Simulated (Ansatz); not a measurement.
## Relaxing GaN

All numbers below come from DFT PBE, scalar-relativistic, plane waves, PAW in Ansatz 0.2.0. Cutoff 420 eV, Γ-centred k mesh, Gaussian smearing, no spin polarisation in the final step.

This is the end of a relaxation of cell and atoms.

```xyz
2
Lattice="0.0000 2.2742 2.2742 2.2742 0.0000 2.2742 2.2742 2.2742 0.0000" Properties=species:S:1:pos:R:3 pbc="T T T"
Ga    0.0000    0.0000    0.0000
N     3.4113    3.4113    3.4113
```

The zero of energy is the elements' standard structures at the same level (N₂ as a molecule); no fitted shifts are applied.

**Question.** What space group does it have?

**Answer.** F-43m (No. 216). Conventional cell: a = 4.548 Å. Ga is coordinated by 4 N at 1.97 Å; around N lie 4 Ga at 1.97 Å.

**Question.** How far does it lie from the elements in energy?

**Answer.** -0.437 eV/atom.

**Question.** Is it a metal?

**Answer.** No, the gap on the 10×10×10 mesh is 1.54 eV.

The final run used a 10×10×10 mesh on its 2-atom cell and 0.02 eV smearing.

This zinc-blende form isn't the usual stable structure of the compound.

Cost: 3 runs of about 0.14 core-minutes in all, on Intel Xeon 6975P-C (Granite Rapids) (shared hosts).